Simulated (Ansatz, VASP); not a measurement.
Two plane-wave programs on SnO

File INCAR:

```
PREC = Accurate ; ENCUT = 520
EDIFF = 1E-7 ; ISMEAR = 0
SIGMA = 0.01 ; LREAL = F
LASPH = T ; NELM = 60
ALGO = Normal ; ISIF = 2
LWAVE = F ; LCHARG = F
GGA = PE ; NBANDS = 17
```

KPOINTS

```
regular mesh
0
Gamma
  6 6 6
```

POSCAR

```
SnO
1.0
    3.1034067823      0.0000000000      0.0000000000
    0.0000000000      3.1034067823      0.0000000000
    0.0000000000      0.0000000000      3.1034067823
Sn O
1 1
Direct
    0.0000000000      0.0000000000      0.0000000000
    0.5000000000      0.5000000000      0.5000000000
```

Input for Ansatz:

```yaml
crystal:
  lattice:
    - [3.1034067823, 0.0, 0.0]
    - [0.0, 3.1034067823, 0.0]
    - [0.0, 0.0, 3.1034067823]
  atoms:
    - { symbol: Sn, position: [0.0, 0.0, 0.0] }
    - { symbol: O, position: [0.5, 0.5, 0.5] }
kpoints:
  mp_grid: { grid: [6, 6, 6] }
hamiltonian:
  xc: pbe
  pseudopotentials: { kind: nc }
scf:
  occupations: { method: fixed }
  n_extra_bands: 4
output:
  forces: true
  stress: true
  eigenvalues: true
```

Alike in both runs: task single point; functional PBE; k mesh 6 × 6 × 6; no spin polarisation.

```csv
,VASP,Ansatz
version,VASP 6.6.1,Ansatz 0.2.0
potentials or method,"VASP PAW PBE potentials, release 64 (Sn_d, O)",plane waves
plane-wave cutoff (eV),520,1240
occupations,"gaussian, width 0.01 eV",fixed
valence electrons in the cell,20,20
```

|  | VASP | Ansatz | Ansatz less VASP |
| --- | --- | --- | --- |
| gap on the k mesh at the Fermi level (eV) | 0.20 | 0.20 | +0.004 |
| pressure (GPa) | 3.3 | 3.3 | +0.02 |

Ansatz warned: «metallic_iterate».

Caveats: spin-orbit coupling is left out, which moves the levels of the heavy elements. A k mesh can miss the band edges.
